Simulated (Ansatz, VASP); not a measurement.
## Two plane-wave programs on TePb

The input INCAR:

```
PREC = Accurate ; ENCUT = 520
EDIFF = 1E-6 ; ISMEAR = 0
SIGMA = 0.05 ; LREAL = False
LASPH = True ; NELM = 100
ALGO = Normal ; ISIF = 2
LWAVE = False ; LCHARG = True
GGA = PS ; LELF = True
LVHAR = True ; NBANDS = 17
```

Contents of KPOINTS:

```
Automatic mesh
0
Gamma
  8 8 8
```

Contents of POSCAR:

```
TePb
1.0
    0.0000000000      3.1998824332      3.1998824332
    3.1998824332      0.0000000000      3.1998824332
    3.1998824332      3.1998824332      0.0000000000
Pb Te
1 1
Direct
    0.5000000000      0.5000000000      0.5000000000
    0.0000000000      0.0000000000      0.0000000000
```

Input for Ansatz:

```yaml
crystal:
  lattice:
    - [0.0, 3.1998824332, 3.1998824332]
    - [3.1998824332, 0.0, 3.1998824332]
    - [3.1998824332, 3.1998824332, 0.0]
  atoms:
    - { symbol: Pb, position: [0.5, 0.5, 0.5] }
    - { symbol: Te, position: [0.0, 0.0, 0.0] }
basis:
  ecutwfc: 420
  ecutrho_ratio: 4
kpoints:
  mp_grid: { grid: [8, 8, 8] }
hamiltonian:
  xc: pbesol
scf:
  occupations: { method: gaussian, width: 0.05 }
output:
  forces: true
  stress: true
  eigenvalues: true
```

Alike in both runs: task single point; functional PBEsol; k mesh 8 × 8 × 8; occupations gaussian, width 0.05 eV; no spin polarisation.

|  | VASP | Ansatz |
| --- | --- | --- |
| version | VASP 6.6.1 | Ansatz 0.2.0 |
| potentials or method | VASP PAW PBE potentials, release 64 (Pb_d, Te) | scalar-relativistic, plane waves, PAW |
| plane-wave cutoff (eV) | 520 | 420 |
| valence electrons in the cell | 20 | 30 |

|  | VASP | Ansatz | Ansatz less VASP |
| --- | --- | --- | --- |
| gap on the k mesh at the Fermi level (eV) | 0.60 | 0.60 | -0.004 |
| least direct gap on the mesh (eV) | 0.60 | 0.60 | -0.004 |
| pressure (GPa) | 0.9 | 1.0 | +0.03 |

The functional is the same, so the differences come from potentials, cutoffs and numerics. The two sets of potentials don't hold the same shells in valence.

Caveats: the PAW data sets were made with another functional, which shifts forces and pressure a little (VASP); spin-orbit coupling is left out, which as a rule narrows the gap of such compounds by several tenths of an eV. A k mesh can miss the band edges.
